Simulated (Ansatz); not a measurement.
# Ti (Fm-3m) in Ansatz: a series of runs

Runs on Ti. Level: PBEsol. Tasks: phonons, elastic constants.

Everything below comes from runs of Ansatz 0.2.0. Logs are shortened: lines on timing, memory, paths and dates and some standing lists are left out, and cuts for length are marked.

### Step 1. The crystal as given

It takes space group Fm-3m (No. 225, cubic). The conventional cell has a = 4.060 Å, b = 4.060 Å, c = 4.060 Å, α = 90.00°, β = 90.00°, γ = 90.00°. Around Ti (site symmetry m-3m) lie 12 Ti at 2.87 Å.

This isn't the form of Ti at room conditions, which is hcp.

### Step 2. Phonons, PBEsol

The input, input.yaml:

```yaml
crystal:
  lattice:
    - [0.0, 2.03, 2.03]
    - [2.03, 0.0, 2.03]
    - [2.03, 2.03, 0.0]
  atoms:
    - { symbol: Ti, position: [0.0, 0.0, 0.0] }
hamiltonian:
  xc: pbesol
  pseudopotentials: { kind: paw }
kpoints:
  mp_grid: { grid: [10, 10, 10] }
scf:
  occupations: { method: fermi_dirac, width: 0.05 }
phonons:
  method: dfpt
  qmesh: [2, 2, 2]
  temperatures: { t_max: 1000, t_step: 100 }
  qpath:
    path:
      - [[0.0, 0.0, 0.0], [0.5, 0.0, 0.5], [0.5, 0.25, 0.75], [0.375, 0.375, 0.75], [0.0, 0.0, 0.0], [0.5, 0.5, 0.5], [0.625, 0.25, 0.625], [0.5, 0.25, 0.75], [0.5, 0.5, 0.5], [0.375, 0.375, 0.75]]
      - [[0.625, 0.25, 0.625], [0.5, 0.0, 0.5]]
    npoints: 8
```

Potentials or basis: Ansatz PAW.

Launch:

```sh
$ ansatz run input.yaml --threads 2 --pin off --max-ram 5632MiB --backend cpu --events-out ev --progress --plain --runs-dir out
```

Standard output:

```text
Warning: RAYON_NUM_THREADS=2 ignored (pool sized by the plan → 2); use --threads N
Engine: ansatz 0.2.0, aarch64-unknown-linux-gnu
Pseudopotentials: kind: paw
Pseudopotential: Ti, paw, valence charge 12, recommended cutoff 420 eV (normal), Ti.paw.azcp
Functional definition: PBEsol
  exchange = pbesol_x
  correlation = pbesol_c
Crystal: 1 atoms, lattice volume = 16.731 Å³
Basis set: ecut = 420 eV, 331 PW (Γ), exchange–correlation on 40×40×40 points (8 copies of the dense FFT grid, shifted against one another)
Bands: 10, of which v1, the nominal top of the filled ones, is band 6 counted from 1 (5 counted from 0)
Symmetry: 48 space group operations
k-points: 47 of 1000
Non-local potential: Ti, projectors of the file, l = 0: 3, l = 1: 2, l = 2: 3, l = 3: 1
PAW form: soft (Blöchl's): semilocal exchange-correlation on the pseudo side does not see the compensation charge
PAW frozen core: Ti, regenerated for the run's functional, and the local potential with it (the file was generated under x = pbe(κ = 0.804, μ = 0.2195149727645171), c = pbe(β = 0.06672455060314922))
PAW one-centre angular grid: Ti, 590 points (default); XC on 64 Gauss nodes
Initial density: superposition of atomic densities (neutral atoms: chi_scale 0, normalization atom), corrected by the library's trained network
Initial wavefunctions: pseudopotential atomic-orbital guess
Functional: x = pbesol(κ = 0.804, μ = 0.12345679012345678), c = pbesol(β = 0.046)
SCF iter   1: F=—  HF=-2473.848627 eV  |F-HF|=—  |Δ(HF+E_count)|=         —  Δρ=6.20e-3  dr2=4.53e-3  ethr=1.77e-3  ⟨swp⟩=4.3  Hψ=2435  notcnv=0
preconditioner: auto → none  [metal: Δε(μ)=0.017 eV  Ē_g=4.327 eV  σ=0.050 eV  W_gap=0.09  n_scr=0 (ndim 8)  ℏωp=18.2 eV  f_vac=0.000  D(μ)=1.40/eV (n_scr^D=14)]
SCF iter   2: F=—  HF=-2473.847109 eV  |F-HF|=—  |Δ(HF+E_count)|=   1.52e-3  Δρ=1.80e-3  dr2=3.45e-4  ethr=3.77e-5  ⟨swp⟩=3.0  Hψ=1299  notcnv=0
SCF iter   3: F=—  HF=-2473.847034 eV  |F-HF|=—  |Δ(HF+E_count)|=   7.48e-5  Δρ=8.93e-4  dr2=3.65e-5  ethr=2.88e-6  ⟨swp⟩=2.9  Hψ=775  notcnv=0
SCF iter   4: F=—  HF=-2473.847051 eV  |F-HF|=—  |Δ(HF+E_count)|=   1.70e-5  Δρ=7.86e-5  dr2=3.39e-7  ethr=3.04e-7  ⟨swp⟩=1.0  Hψ=470  notcnv=0
SCF iter   5: F=—  HF=-2473.847054 eV  |F-HF|=—  |Δ(HF+E_count)|=   2.74e-6  Δρ=4.47e-6  dr2=1.47e-9  ethr=2.83e-9  ⟨swp⟩=1.9  Hψ=535  notcnv=0
SCF iter   6: F=-2473.847054 eV  HF=-2473.847054 eV  |F-HF|=1.36e-12  |Δ(HF+E_count)|=  2.92e-10  Δρ=2.88e-7  dr2=4.00e-12  ethr=1.00e-12  ⟨swp⟩=3.7  Hψ=2000  notcnv=0
SCF 1 converged in 6 iterations: F = -2473.847054 eV  dr2 = 4.00e-12
NSCF: frozen V_eff on 47 k-points
NSCF: frozen V_eff on 102 k-points
DFPT response loops at q = (0, 0, 0) (fractional): preconditioner auto → Kerker (q_TF=auto, 2.581 Å⁻¹) (partly filled bands, converged f_vac=0.000); β = 1.00, the filter's whole step (`scf.mixing.beta` (0.50) is not read by the response loops under this deck's `scf.mixing.preconditioner`; to damp them name `kerker` or `kerker_dos`, under which they read `scf.mixing.beta`, and type it under 1.00, their step now; both keys bind the ground state too); Broyden in place of MSR1
NSCF: frozen V_eff on 564 k-points
DFPT response loops at q = (0, 0, -0.5) (fractional): mixed as the last ones told, above
NSCF: frozen V_eff on 342 k-points
DFPT response loops at q = (0, -0.5, -0.5) (fractional): mixed as the last ones told, above
SCF converged after 6 iterations
Free energy (F): -2473.847054 eV
Harris-Foulkes:  -2473.847054 eV  (|F-HF|=1.36e-12)
Internal energy: -2473.834945 eV  (E = F + TS)
E sigma→0 (E₀):  -2473.840999 eV
Entropy (-TS):   -0.012108 eV (-12.108 meV/atom)
Fermi energy:    13.741209 eV
--- Per-component energies (eV) ---
  E_band       = -149.706909
  E_kinetic    = 273.231264
  E_local      = -792.843025  (includes V_loc(G=0)·N_el)
  E_nonlocal   = 9.540457
  E_hartree    = 326.461565
  E_xc         = -96.911876
  E_vxc        = -121.788719  (∫ρ·V_xc dr)
  E_paw        = -1022.647897  (= ΣΔE_a)
  E_vpaw       = -170.770152  (= ΣTr[D̂ρ^β])
  E_aug_tail   = 0.000100  (compensation charges beyond the density's cutoff)
  E_ewald      = -1170.804918
  E_core_change = 0.139384  (= ΣΔE_core)
  E_smearing   = -0.012108  (= −TS)
  E_closure    = -0.000000  (closes the sum)
  Σ components = -2473.847054   (vs F -2473.847054, Δ=0.00e0)
--- Band table (eV; the first three rows and the last of 47) ---
  k-point 0: bands = ["-42.6231", "-18.5479", "-18.5479", "-18.5479", "7.5762", "14.6472", "14.6472", "14.6472", "16.3644", "16.3644"]
  k-point 1: bands = ["-42.6093", "-18.6243", "-18.5573", "-18.5573", "7.9077", "14.4442", "14.7631", "14.7631", "16.2927", "16.2927"]
  k-point 2: bands = ["-42.5729", "-18.8213", "-18.5820", "-18.5820", "8.8187", "14.0047", "14.9322", "14.9322", "16.2875", "16.2875"]
  k-point 46: bands = ["-42.4287", "-19.1131", "-18.9748", "-18.8280", "11.9799", "12.8437", "13.9500", "16.1445", "17.8220", "21.4339"]
--- Phonons (Γ-DFPT): 1 representative perturbation + reference (Σ response iterations 3) ---
  ASR residual: 7.125e-4 → 0.000e0 eV/Å²; symmetrization residual: 3.638e-12 eV/Å²
  ASR residual per site (eV/Å²): 7.13e-4
  Γ frequencies (cm⁻¹): 0.00 0.00 0.00
--- Phonons (arbitrary-q DFPT): 3 irreducible q on the 2×2×2 mesh ---
  q = [0.0000, 0.0000, 0.0000] (star 1, of the zone-centre solve; hermiticity 5.01e-10, symmetrization 5.11e-9): -0.00 -0.00 -0.00
  q = [0.0000, 0.0000, -0.5000] (star 4, 1 solved perturbation on 282 of 1000 k-point pairs; hermiticity 1.53e-8, symmetrization 7.64e-9): 105.21 105.21 183.72
  q = [0.0000, -0.5000, -0.5000] (star 3, 2 solved perturbations in 273 linear systems a pass and spin channel, the states on 171 of 1000 k-point pairs; hermiticity 2.62e-8, symmetrization 1.16e-8): 175.97 175.97 232.97
  sum rule: each row above includes the acoustic sum rule's correction from the zone centre's row sums; it moved no ω² by more than (2.01 cm⁻¹)²
  mesh force constants: q→R imaginary residual 0.00e0; ASR residual 7.125e-4 → 0.000e0 eV/Å²; symmetrization residual 2.665e-15 eV/Å²
  interpolated dispersion: 82 rows × 3 modes
  density of states and harmonic sums: on the 26×26×26 q-mesh, interpolated from the force constants of a 2×2×2 supercell (no non-analytic term)
  largest difference from the sums on the solved wave vectors: F 6.52e-2 eV, S 9.75e-5 and C_V 3.23e-5 eV/K
  zero-point energy: 0.027754 eV/cell   skipped modes (ω ≤ 0): 3   left out of the sums: 5.69e-5 of the cell's modes: C_V's classical limit lies that fraction below 3 k_B per atom; for a crystal, a wire or a layer, F and S can be off by more, and a phonons.interpolated_qmesh denser along its periods is the remedy for the sampling
```

Wall time 5.9 s (2 threads of Arm Neoverse V2, shared host); peak memory 0.42 GiB.

What came out:

* Free energy: -2473.8471 eV
* Band gap on the k mesh: none (metal or under the smearing width)
* Highest phonon frequency: 233 cm⁻¹

Levels at points of the mesh, in eV from the Fermi level:
```
             k point  band 3  band 4  band 5  band 6  band 7  band 8  band 9  band 10
  (0.00, 0.00, 0.00)  -32.29  -32.29   -6.16    0.91    0.91    0.91    2.62     2.62
 (0.00, 0.00, -0.50)  -32.39  -32.39   -2.68    0.72    0.77    0.77    3.77     3.77
(0.00, -0.50, -0.50)  -32.56  -32.56   -2.72   -1.82    3.00    3.76    4.08     4.08
```

Phonon frequencies in cm⁻¹ (negative: imaginary):
| q point | frequencies |
| --- | --- |
| (0.000, 0.000, 0.000) | 0 0 0 |
| (0.000, 0.000, -0.500) | 105 105 184 |
| (0.000, -0.500, -0.500) | 176 176 233 |

Caveat: the q mesh is small, so phonon branches between its points and thermal values are rough; the PAW data sets come from PBE, with cores solved anew for the run's functional, which leaves a small shift of forces and pressure.

### Step 3. Elastic constants, PBEsol

The input, input.yaml:

```yaml
crystal:
  lattice:
    - [0.0, 2.03, 2.03]
    - [2.03, 0.0, 2.03]
    - [2.03, 2.03, 0.0]
  atoms:
    - { symbol: Ti, position: [0.0, 0.0, 0.0] }
hamiltonian:
  xc: pbesol
  pseudopotentials: { kind: paw }
kpoints:
  mp_grid: { grid: [10, 10, 10] }
scf:
  occupations: { method: fermi_dirac, width: 0.05 }
output:
  forces: true
  stress: true
elastic:
  mode: relaxed_ion
  stencil: two_point
```

Potentials or basis: Ansatz PAW.

Launch:

```sh
$ ansatz run input.yaml --threads 2 --pin off --max-ram 5632MiB --backend cpu --events-out ev --progress --plain --runs-dir out
```

Run time: 3.3 s. Hardware: 2 threads of Arm Neoverse V2, shared host; peak memory 0.31 GiB.

It converged, with:

```
Free energy                     : -2473.8471 eV
Pressure                        : -0.4 GPa
Band gap on the k mesh          : none (metal or under the smearing width)
Elastic constants C11, C12, C44 : 157, 92, 67 GPa
Voigt bulk modulus              : 113 GPa
```

Levels at points of the mesh, in eV from the Fermi level:
| k point | band 2 | band 3 | band 4 | band 5 | band 6 | band 7 | band 8 | band 9 | band 10 |
| --- | --- | --- | --- | --- | --- | --- | --- | --- | --- |
| (0.00, 0.00, 0.00) | -32.29 | -32.29 | -32.29 | -6.16 | 0.91 | 0.91 | 0.91 | 2.62 | 2.62 |
| (0.00, 0.00, -0.50) | -33.06 | -32.39 | -32.39 | -2.68 | 0.72 | 0.77 | 0.77 | 3.77 | 3.77 |
| (0.00, -0.50, -0.50) | -33.01 | -32.56 | -32.56 | -2.72 | -1.82 | 3.00 | 3.76 | 4.08 | 4.08 |

Elastic tensor in Voigt notation (GPa, in the Cartesian axes of the cell as first typed):
```
157  92  92   0   0   0
 92 157  92   0   0   0
 92  92 157   0   0   0
  0   0   0  67   0   0
  0   0   0   0  67   0
  0   0   0   0   0  67
```

Caveat: elastic constants of metals need much finer meshes, so these are rough; the PAW data sets come from PBE, with cores solved anew for the run's functional, which leaves a small shift of forces and pressure.
